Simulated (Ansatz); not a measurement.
# SiNi3 (Pm-3m) in Ansatz: a series of runs

One crystal, SiNi3, is run at these levels: r2SCAN; tasks: single point, equation of state.

Everything below comes from runs of Ansatz 0.2.0. Logs are shortened: lines on timing, memory, paths and dates and some standing lists are left out, and cuts for length are marked.

## 1. Starting point

The structure is cubic, space group Pm-3m (No. 221). The conventional cell has a = 3.542 Å, b = 3.542 Å, c = 3.542 Å, α = 90.00°, β = 90.00°, γ = 90.00°. Ni (site symmetry 4/mmm) has 8 Ni at 2.50 Å and 4 Si at 2.50 Å as nearest neighbours. Around Si (site symmetry m-3m) lie 12 Ni at 2.50 Å.

## 2. Single point, r2SCAN, collinear spin, ferromagnetic start, 10.44 Å³/atom (volume scaled by 0.94)

Input file input.yaml:

```yaml
crystal:
  lattice:
    - [3.4696939971, 0.0, 0.0]
    - [0.0, 3.4696939971, 0.0]
    - [0.0, 0.0, 3.4696939971]
  atoms:
    - { symbol: Ni, position: [0.5, 0.5, 0.0], spin: 1.0 }
    - { symbol: Ni, position: [0.5, 0.0, 0.5], spin: 1.0 }
    - { symbol: Ni, position: [0.0, 0.5, 0.5], spin: 1.0 }
    - { symbol: Si, position: [0.0, 0.0, 0.0] }
hamiltonian:
  xc: r2scan
  pseudopotentials: { kind: paw }
magnetization:
  spin_polarized: true
kpoints:
  mp_grid: { grid: [8, 8, 8] }
scf:
  occupations: { method: fermi_dirac, width: 0.05 }
output:
  forces: true
  stress: true
  eigenvalues: true
```

Potentials or basis: Ansatz PAW.

Run with:

```console
ansatz run input.yaml --threads 2 --pin off --max-ram 5632MiB --backend cpu --events-out ev --progress --plain --runs-dir out
```

Standard output:

```text
Warning: RAYON_NUM_THREADS=2 ignored (pool sized by the plan → 2); use --threads N
Engine: ansatz 0.2.0, aarch64-unknown-linux-gnu
Pseudopotentials: kind: paw
Pseudopotential: Ni, paw, valence charge 18, recommended cutoff 500 eV (meta_gga), Ni.paw.azcp
Pseudopotential: Si, paw, valence charge 4, recommended cutoff 500 eV (meta_gga), Si.paw.azcp
Functional definition: r2SCAN
  parameter k0 = 0.174
  parameter k1 = 0.065
  parameter a1 = 4.9479
  exchange = r2scan_x(k0 = k0, k1 = k1, a1 = a1)
  correlation = r2scan_c
Crystal: 4 atoms, lattice volume = 41.771 Å³
Basis set: ecut = 500 eV, 1045 PW (Γ), exchange–correlation on 108×108×108 points (64 copies of the dense FFT grid, shifted against one another)
Bands: 37, of which v1, the nominal top of the filled ones, is band 29 counted from 1 (28 counted from 0)
Symmetry: 48 space group operations
Space group: Pm-3m (ITA 221), of the structure as read, at distance tolerance 3.5e-5 Å
Magnetic group: BNS 221.92 (UNI 1594), of the structure as read, at distance tolerance 3.5e-5 Å
k-points: 35 of 512
Non-local potential: Ni, projectors of the file, l = 0: 3, l = 1: 2, l = 2: 3, l = 3: 1
Non-local potential: Si, projectors of the file, l = 0: 2, l = 1: 2, l = 2: 2
PAW form: soft (Blöchl's): semilocal exchange-correlation on the pseudo side does not see the compensation charge
PAW frozen core: Ni, regenerated for the run's functional (the file was generated under x = pbe(κ = 0.804, μ = 0.2195149727645171), c = pbe(β = 0.06672455060314922))
PAW frozen core: Si, regenerated for the run's functional (the file was generated under x = pbe(κ = 0.804, μ = 0.2195149727645171), c = pbe(β = 0.06672455060314922))
PAW one-centre angular grid: Ni, 590 points (default); XC on 160 Gauss nodes
PAW one-centre angular grid: Si, 302 points (default); XC on 160 Gauss nodes
Initial density: superposition of atomic densities (chi_scale 0.1, normalization cell)
Starting moments: Σ|m| = 3 μB on 3 of 4 sites
Initial wavefunctions: pseudopotential atomic-orbital guess
Functional: x = r2scan, c = r2scan; τ floored in thin density (d = 2e-4 eV/Å³)
iter 1 solved again at ethr=1.97e-3 eV; its pass at ethr=3.10e-3 eV (dr2=1.15e0 eV) is discarded
SCF iter   1: F=—  HF=-18172.669970 eV  |F-HF|=—  |Δ(HF+E_count)|=         —  Δρ=3.76e-2 (↑3.76e-2 ↓3.66e-2)  dr2=9.56e-1  dr2_τ=2.43e-2  dr2_m=1.41e-1  M=2.108 μB ∫|m|=2.553 μB  β_m=1.00  ethr=1.97e-3  ⟨swp⟩=3.8  Hψ=14797  notcnv=0
Mixer restart at iter 1: flushing history
preconditioner: auto → Kerker (q_TF=auto, 2.882 Å⁻¹)  [metal: Δε(μ)=0.038 eV  Ē_g=9.278 eV  σ=0.050 eV  W_gap=0.18  n_scr=18 (ndim 8)  ℏωp=33.5 eV  f_vac=0.000  D(μ)=2.49/eV (n_scr^D=26)]
spin=Collinear: Kerker preconditioning applied to the charge; magnetization (m = ρ↑ − ρ↓) channel mixes plain (no charge-response kernel on spin).
SCF iter   2: F=—  HF=-18172.537715 eV  |F-HF|=—  |Δ(HF+E_count)|=   1.32e-1  Δρ=2.12e-2 (↑1.59e-2 ↓2.12e-2)  dr2=3.35e-1  dr2_τ=2.58e-3  dr2_m=6.01e-3  M=1.946 μB ∫|m|=2.536 μB  β_m=1.00  ethr=1.65e-3  ⟨swp⟩=4.5  Hψ=5361  notcnv=0  defer=15  κ⁻¹=1.0e0(r=1)
SCF iter   3: F=—  HF=-18173.795665 eV  |F-HF|=—  |Δ(HF+E_count)|=    1.26e0  Δρ=2.33e-2 (↑1.43e-2 ↓2.33e-2)  dr2=4.29e-1  dr2_τ=1.28e-3  dr2_m=1.55e-2  M=1.808 μB ∫|m|=2.425 μB  β_m=1.00  ethr=5.77e-4  ⟨swp⟩=2.3  Hψ=3582  notcnv=0  defer=126  κ⁻¹=1.5e-2(r=2)
[... 16 lines left out ...]
SCF iter  19: F=—  HF=-18176.691196 eV  |F-HF|=—  |Δ(HF+E_count)|=   1.54e-7  Δρ=3.16e-5 (↑1.32e-5 ↓3.16e-5)  dr2=8.46e-8  dr2_τ=6.90e-10  dr2_m=1.80e-7  M=0.123 μB ∫|m|=0.186 μB  β_m=1.00  ethr=5.90e-11  ⟨swp⟩=2.3  Hψ=4677  notcnv=0  defer=132  κ⁻¹=8.6e-7(r=8)
SCF iter  20: F=—  HF=-18176.691197 eV  |F-HF|=—  |Δ(HF+E_count)|=   7.09e-7  Δρ=2.46e-5 (↑1.32e-5 ↓2.46e-5)  dr2=3.99e-8  dr2_τ=3.97e-10  dr2_m=1.31e-7  M=0.122 μB ∫|m|=0.186 μB  β_m=1.00  ethr=5.90e-11  ⟨swp⟩=2.1  Hψ=4542  notcnv=0  defer=132  κ⁻¹=1.2e-6(r=8)
SCF iter  21: F=—  HF=-18176.691199 eV  |F-HF|=—  |Δ(HF+E_count)|=   2.28e-6  Δρ=1.56e-5 (↑1.19e-5 ↓1.56e-5)  dr2=1.07e-8  dr2_τ=2.08e-10  dr2_m=7.01e-8  M=0.120 μB ∫|m|=0.182 μB  β_m=1.00  ethr=5.90e-11  ⟨swp⟩=3.1  Hψ=6000  notcnv=0  defer=132  κ⁻¹=1.6e-5(r=8)
SCF iter  22: F=—  HF=-18176.691199 eV  |F-HF|=—  |Δ(HF+E_count)|=   1.12e-7  Δρ=1.65e-5 (↑1.14e-5 ↓1.65e-5)  dr2=1.51e-8  dr2_τ=1.92e-10  dr2_m=7.30e-8  M=0.120 μB ∫|m|=0.182 μB  β_m=1.00  ethr=1.85e-11  ⟨swp⟩=2.1  Hψ=4353  notcnv=0  defer=132  κ⁻¹=8.3e-6(r=8)
SCF iter  23: F=—  HF=-18176.691199 eV  |F-HF|=—  |Δ(HF+E_count)|=   4.21e-8  Δρ=1.77e-5 (↑8.90e-6 ↓1.77e-5)  dr2=2.58e-8  dr2_τ=1.82e-10  dr2_m=6.72e-8  M=0.120 μB ∫|m|=0.182 μB  β_m=1.00  ethr=1.85e-11  ⟨swp⟩=2.1  Hψ=4657  notcnv=0  defer=132  κ⁻¹=2.1e-5(r=8)
SCF iter  24: F=—  HF=-18176.691200 eV  |F-HF|=—  |Δ(HF+E_count)|=   6.95e-7  Δρ=1.34e-5 (↑6.07e-6 ↓1.34e-5)  dr2=1.56e-8  dr2_τ=1.06e-10  dr2_m=3.57e-8  M=0.119 μB ∫|m|=0.179 μB  β_m=1.00  ethr=1.85e-11  ⟨swp⟩=3.0  Hψ=6377  notcnv=0  defer=132  κ⁻¹=3.4e-5(r=8)
SCF iter  25: F=—  HF=-18176.691200 eV  |F-HF|=—  |Δ(HF+E_count)|=   3.76e-7  Δρ=6.45e-6 (↑2.65e-6 ↓6.45e-6)  dr2=6.50e-9  dr2_τ=5.20e-11  dr2_m=6.15e-9  M=0.117 μB ∫|m|=0.177 μB  β_m=1.00  ethr=1.85e-11  ⟨swp⟩=3.1  Hψ=6616  notcnv=0  defer=132  κ⁻¹=2.8e-5(r=8)
SCF iter  26: F=—  HF=-18176.691200 eV  |F-HF|=—  |Δ(HF+E_count)|=   9.92e-8  Δρ=2.85e-6 (↑2.59e-6 ↓2.85e-6)  dr2=4.82e-9  dr2_τ=4.26e-11  dr2_m=7.09e-11  M=0.115 μB ∫|m|=0.174 μB  β_m=1.00  ethr=1.12e-11  ⟨swp⟩=3.1  Hψ=6623  notcnv=0  defer=132  κ⁻¹=7.0e-5(r=8)
SCF iter  27: F=—  HF=-18176.691200 eV  |F-HF|=—  |Δ(HF+E_count)|=   2.17e-8  Δρ=4.66e-6 (↑4.66e-6 ↓1.70e-6)  dr2=2.85e-9  dr2_τ=1.54e-11  dr2_m=3.64e-9  M=0.114 μB ∫|m|=0.172 μB  β_m=1.00  ethr=8.31e-12  ⟨swp⟩=3.2  Hψ=6428  notcnv=0  defer=132  κ⁻¹=1.9e-4(r=8)
SCF iter  28: F=—  HF=-18176.691200 eV  |F-HF|=—  |Δ(HF+E_count)|=   4.11e-8  Δρ=1.07e-6 (↑1.07e-6 ↓5.50e-7)  dr2=1.65e-10  dr2_τ=2.05e-12  dr2_m=2.28e-10  M=0.115 μB ∫|m|=0.174 μB  β_m=1.00  ethr=4.91e-12  ⟨swp⟩=3.1  Hψ=6204  notcnv=0  defer=132  κ⁻¹=1.3e-4(r=8)
SCF iter  29: F=-18176.691200 eV  HF=-18176.691200 eV  |F-HF|=1.06e-10  |Δ(HF+E_count)|=   1.05e-9  Δρ=7.54e-7 (↑7.54e-7 ↓2.07e-7)  dr2=1.61e-10  dr2_τ=5.57e-13  dr2_m=4.32e-11  M=0.115 μB ∫|m|=0.174 μB  ethr=1.00e-12  ⟨swp⟩=8.0  Hψ=11217  notcnv=0
SCF 1 converged in 29 iterations: F = -18176.691200 eV  dr2 = 1.61e-10
this state was not tested for a lower state beside it, because the mixer in use, unlike msr1, does not test its closes by its own steps (another_mixer; see scf.mixing.algorithm and scf.lower_state_search)
SCF converged after 29 iterations
Magnetization: 0.1151 μB (29.0576 up, 28.9424 down)
Absolute magnetization: 0.1737 μB (∫|ρ↑−ρ↓|, with the PAW one-centre terms)
Spin contamination: 0.0009 ħ² per cell (⟨S²⟩ above its minimum at these occupations)
Per-site moments (μB) at R_I (Å): [(0.046316199950930344, 1.0120457135215628), (0.04631619995093097, 1.0120457135215628), (0.04631619995093055, 1.0120457135215628), (-0.004989542447634217, 1.0120457135215628)]
Free energy (F): -18176.691200 eV
Harris-Foulkes:  -18176.691200 eV  (|F-HF|=1.06e-10)
Internal energy: -18176.673331 eV  (E = F + TS)
E sigma→0 (E₀):  -18176.682266 eV
Entropy (-TS):   -0.017869 eV (-4.467 meV/atom)
Fermi energy:    18.014974 eV
--- Per-component energies (eV) ---
  E_band       = -886.517158
  E_kinetic    = 897.478974
  E_local      = -11505.270005  (includes V_loc(G=0)·N_el)
  E_nonlocal   = 1945.708850
  E_hartree    = 4921.932153
  E_xc         = -292.039269
  E_vxc        = -407.716196  (∫ρ·V_xc dr)
  E_paw        = -5454.566243  (= ΣΔE_a)
  E_vpaw       = -1689.372754  (= ΣTr[D̂ρ^β])
  E_aug_tail   = 0.000718  (compensation charges beyond the density's cutoff)
  E_vtau       = 28.787207  (kinetic-family band-sum trace: ∫τ·v_τ [+ j·A + Jᵃ·Aᵃ] dr)
  E_ewald      = -8688.941870
  E_core_change = -0.976639  (= ΣΔE_core)
  E_smearing   = -0.017869  (= −TS)
  E_closure    = -0.000000  (closes the sum)
  Σ components = -18176.691200   (vs F -18176.691200, Δ=0.00e0)
--- Forces (eV/Å), atoms counted from 1 ---
  atom   1  Ni    -0.00000000    -0.00000000    -0.00000000
  atom   2  Ni     0.00000000    -0.00000000     0.00000000
  atom   3  Ni     0.00000000     0.00000000    -0.00000000
  atom   4  Si    -0.00000000     0.00000000    -0.00000000
  max |Σ_I F_I| component: 7.84e-29 eV/Å
--- Stress (GPa, compression-positive) ---
       -1.037204       0.000000       0.000000
        0.000000      -1.037204       0.000000
        0.000000       0.000000      -1.037204
  P = ⅓ Tr σ = -1.0372 GPa (-10.372 kbar)
--- Band table (eV; the first three rows and the last of 70) ---
  k-point 0 ↑: bands = ["-88.9380", "-88.8955", "-88.8955", "-47.9357", "-47.9357", "-47.9357", "-47.8631", "-47.8631", "-47.8631", "-47.7082", "-47.7082", "-47.7082", "5.1987", "12.6591", "13.5504", "13.5504", "14.1234", "14.1234", "14.1234", "16.2991", "16.2991", "16.2991", "16.9594", "16.9594", "16.9594", "17.2282", "17.2282", "17.6135", "17.9936", "17.9936", "17.9936", "23.5496", "24.6717", "24.6717", "29.3869", "29.3869", "29.3869"]
  k-point 1 ↑: bands = ["-88.9366", "-88.8970", "-88.8955", "-47.9321", "-47.9321", "-47.9307", "-47.8642", "-47.8642", "-47.8635", "-47.7139", "-47.7106", "-47.7106", "5.3956", "12.6776", "13.2816", "13.6887", "14.1034", "14.1034", "14.1815", "15.9575", "15.9575", "16.2352", "16.4581", "17.1028", "17.1028", "17.2209", "17.2309", "17.5336", "17.9937", "18.3760", "18.3760", "23.8456", "24.6199", "25.3872", "28.6437", "28.6437", "28.9249"]
  k-point 2 ↑: bands = ["-88.9326", "-88.9009", "-88.8955", "-47.9226", "-47.9226", "-47.9175", "-47.8677", "-47.8677", "-47.8642", "-47.7289", "-47.7167", "-47.7167", "5.9672", "11.9052", "13.2294", "14.0300", "14.0300", "14.0666", "14.3397", "15.6399", "15.6399", "15.9669", "16.0631", "16.9560", "16.9560", "16.9951", "17.1937", "17.3418", "17.9943", "19.4402", "19.4402", "23.9622", "24.4781", "26.7435", "26.7541", "26.7541", "28.9068"]
  k-point 34 ↓: bands = ["-88.8295", "-88.8295", "-88.8295", "-47.8879", "-47.8879", "-47.8879", "-47.8127", "-47.7313", "-47.7313", "-47.7313", "-47.5814", "-47.5814", "9.3163", "13.4191", "13.4191", "13.4191", "13.8526", "13.8526", "13.8526", "15.6526", "15.6526", "15.6526", "16.3571", "16.3571", "16.3571", "16.6681", "16.6681", "17.3831", "17.8320", "17.8320", "17.8320", "19.5430", "22.3609", "22.3609", "22.3609", "35.5676", "35.5676"]
```

It took 26 s on 2 threads of Arm Neoverse V2, shared host; peak memory 0.51 GiB.

What came out:

- Free energy: -18176.6912 eV
- Pressure: -1.0 GPa
- Band gap on the k mesh: none (metal or under the smearing width)
- Net moment: 0.12 μB per cell
- Absolute moment: 0.17 μB per cell
- Site moments: Ni +0.05; Si -0.00 μB

Caveat: the magnetic or orbital state may not be the lowest; the PAW data sets come from PBE, with cores solved anew for the run's functional, which leaves a small shift of forces and pressure; the starting moments weren't kept.

## 3. Single point, r2SCAN, collinear spin, ferromagnetic start, 10.66 Å³/atom (volume scaled by 0.96)

input.yaml, as its differences from that of step 2:

```diff
@@ -2,5 +2,5 @@
   lattice:
-    - [3.4696939971, 0.0, 0.0]
-    - [0.0, 3.4696939971, 0.0]
-    - [0.0, 0.0, 3.4696939971]
+    - [3.4941292669, 0.0, 0.0]
+    - [0.0, 3.4941292669, 0.0]
+    - [0.0, 0.0, 3.4941292669]
   atoms:
```

Potentials or basis: Ansatz PAW.

Run with:

```console
ansatz run input.yaml --threads 2 --pin off --max-ram 5632MiB --backend cpu --events-out ev --progress --plain --runs-dir out
```

Run time: 26 s. Hardware: 2 threads of Arm Neoverse V2, shared host; peak memory 0.51 GiB.

It converged, with:

```yaml
Free_energy: -18176.6721 eV
Pressure: -5.7 GPa
Band_gap_on_the_k_mesh: none (metal or under the smearing width)
Net_moment: 0.14 μB per cell
Absolute_moment: 0.21 μB per cell
Site_moments: Ni +0.06; Si -0.01 μB
```

Caveat: the magnetic or orbital state may not be the lowest; the PAW data sets come from PBE, with cores solved anew for the run's functional, which leaves a small shift of forces and pressure; the starting moments weren't kept.

## 4. Single point, r2SCAN, collinear spin, ferromagnetic start, 10.89 Å³/atom (volume scaled by 0.98)

input.yaml, as its differences from that of step 3:

```diff
@@ -2,5 +2,5 @@
   lattice:
-    - [3.4941292669, 0.0, 0.0]
-    - [0.0, 3.4941292669, 0.0]
-    - [0.0, 0.0, 3.4941292669]
+    - [3.5182274716, 0.0, 0.0]
+    - [0.0, 3.5182274716, 0.0]
+    - [0.0, 0.0, 3.5182274716]
   atoms:
```

Run with:

```console
ansatz run input.yaml --threads 2 --pin off --max-ram 5632MiB --backend cpu --events-out ev --progress --plain --runs-dir out
```

It took 24 s on 2 threads of Arm Neoverse V2, shared host; peak memory 0.51 GiB.

Results (log left out):

```
Free energy            : -18176.6285 eV
Pressure               : -9.9 GPa
Band gap on the k mesh : none (metal or under the smearing width)
Net moment             : 0.16 μB per cell
Absolute moment        : 0.24 μB per cell
Site moments           : Ni +0.06; Si -0.01 μB
```

Caveat: the magnetic or orbital state may not be the lowest; the PAW data sets come from PBE, with cores solved anew for the run's functional, which leaves a small shift of forces and pressure; the starting moments weren't kept.

## 5. Single point, r2SCAN, collinear spin, ferromagnetic start, 11.11 Å³/atom

input.yaml, as its differences from that of step 4:

```diff
@@ -2,5 +2,5 @@
   lattice:
-    - [3.5182274716, 0.0, 0.0]
-    - [0.0, 3.5182274716, 0.0]
-    - [0.0, 0.0, 3.5182274716]
+    - [3.542, 0.0, 0.0]
+    - [0.0, 3.542, 0.0]
+    - [0.0, 0.0, 3.542]
   atoms:
@@ -23 +23,5 @@
   eigenvalues: true
+  write_density: true
+  write_potential: true
+  elf: true
+  volumetric_format: npy
```

Run with:

```console
ansatz run input.yaml --threads 2 --pin off --max-ram 5632MiB --backend cpu --events-out ev --progress --plain --runs-dir out
```

It took 25 s on 2 threads of Arm Neoverse V2, shared host; peak memory 0.51 GiB.

It converged, with:

```
Free energy            : -18176.5633 eV
Pressure               : -13.6 GPa
Band gap on the k mesh : none (metal or under the smearing width)
Net moment             : 0.17 μB per cell
Absolute moment        : 0.26 μB per cell
Site moments           : Ni +0.07; Si -0.01 μB
```

Caveat: the magnetic or orbital state may not be the lowest; the PAW data sets come from PBE, with cores solved anew for the run's functional, which leaves a small shift of forces and pressure; the starting moments weren't kept.

## 6. Single point, r2SCAN, collinear spin, ferromagnetic start, 11.33 Å³/atom (volume scaled by 1.02)

input.yaml, as its differences from that of step 5:

```diff
@@ -2,5 +2,5 @@
   lattice:
-    - [3.542, 0.0, 0.0]
-    - [0.0, 3.542, 0.0]
-    - [0.0, 0.0, 3.542]
+    - [3.5654576373, 0.0, 0.0]
+    - [0.0, 3.5654576373, 0.0]
+    - [0.0, 0.0, 3.5654576373]
   atoms:
@@ -23,5 +23 @@
   eigenvalues: true
-  write_density: true
-  write_potential: true
-  elf: true
-  volumetric_format: npy
```

Potentials or basis: Ansatz PAW.

Run with:

```console
ansatz run input.yaml --threads 2 --pin off --max-ram 5632MiB --backend cpu --events-out ev --progress --plain --runs-dir out
```

It took 21 s on 2 threads of Arm Neoverse V2, shared host; peak memory 0.5 GiB.

Results (log left out):

- Free energy: -18176.4789 eV
- Pressure: -16.8 GPa
- Band gap on the k mesh: none (metal or under the smearing width)
- Net moment: 0.18 μB per cell
- Absolute moment: 0.28 μB per cell
- Site moments: Ni +0.07; Si -0.01 μB

Caveat: the magnetic or orbital state may not be the lowest; the PAW data sets come from PBE, with cores solved anew for the run's functional, which leaves a small shift of forces and pressure; the starting moments weren't kept.

## 7. Single point, r2SCAN, collinear spin, ferromagnetic start, 11.55 Å³/atom (volume scaled by 1.04)

input.yaml, as its differences from that of step 6:

```diff
@@ -2,5 +2,5 @@
   lattice:
-    - [3.5654576373, 0.0, 0.0]
-    - [0.0, 3.5654576373, 0.0]
-    - [0.0, 0.0, 3.5654576373]
+    - [3.5886106083, 0.0, 0.0]
+    - [0.0, 3.5886106083, 0.0]
+    - [0.0, 0.0, 3.5886106083]
   atoms:
```

Run with:

```console
ansatz run input.yaml --threads 2 --pin off --max-ram 5632MiB --backend cpu --events-out ev --progress --plain --runs-dir out
```

Run time: 24 s. Hardware: 2 threads of Arm Neoverse V2, shared host; peak memory 0.51 GiB.

Results (log left out):

```yaml
Free_energy: -18176.3776 eV
Pressure: -19.6 GPa
Band_gap_on_the_k_mesh: none (metal or under the smearing width)
Net_moment: 0.19 μB per cell
Absolute_moment: 0.29 μB per cell
Site_moments: Ni +0.08; Si -0.01 μB
```

Caveat: the magnetic or orbital state may not be the lowest; the PAW data sets come from PBE, with cores solved anew for the run's functional, which leaves a small shift of forces and pressure; the starting moments weren't kept.

## 8. Single point, r2SCAN, collinear spin, ferromagnetic start, 11.78 Å³/atom (volume scaled by 1.06)

input.yaml, as its differences from that of step 7:

```diff
@@ -2,5 +2,5 @@
   lattice:
-    - [3.5886106083, 0.0, 0.0]
-    - [0.0, 3.5886106083, 0.0]
-    - [0.0, 0.0, 3.5886106083]
+    - [3.611468617, 0.0, 0.0]
+    - [0.0, 3.611468617, 0.0]
+    - [0.0, 0.0, 3.611468617]
   atoms:
@@ -23 +23,5 @@
   eigenvalues: true
+  write_density: true
+  write_potential: true
+  elf: true
+  volumetric_format: npy
```

Run with:

```console
ansatz run input.yaml --threads 2 --pin off --max-ram 5632MiB --backend cpu --events-out ev --progress --plain --runs-dir out
```

It took 25 s on 2 threads of Arm Neoverse V2, shared host; peak memory 0.52 GiB.

The run converged. Its results:

```
Free energy            : -18176.2617 eV
Pressure               : -22.1 GPa
Band gap on the k mesh : none (metal or under the smearing width)
Net moment             : 0.19 μB per cell
Absolute moment        : 0.31 μB per cell
Site moments           : Ni +0.08; Si -0.01 μB
```

Caveat: the magnetic or orbital state may not be the lowest; the PAW data sets come from PBE, with cores solved anew for the run's functional, which leaves a small shift of forces and pressure; the starting moments weren't kept.

## 9. Equation of state, r2SCAN, collinear spin, ferromagnetic start

Potentials or basis: Ansatz PAW.

This step only gathers the single runs of the series.

What came out:

| Property | Result |
| --- | --- |
| Equilibrium volume | 10.40 Å³/atom (rough: see the caveat) |
| Bulk modulus | 241 GPa (rough) |

Energy against volume, from the lowest point:
```tsv
volume (Å³/atom)	energy (meV/atom)
10.443	0.00
10.665	4.77
10.887	15.67
11.109	31.97
11.331	53.08
11.554	78.39
11.776	107.38
```

Caveat: the magnetic or orbital state may not be the lowest; the minimum lies outside the volumes run; the PAW data sets were made with another functional, which shifts forces and pressure a little.
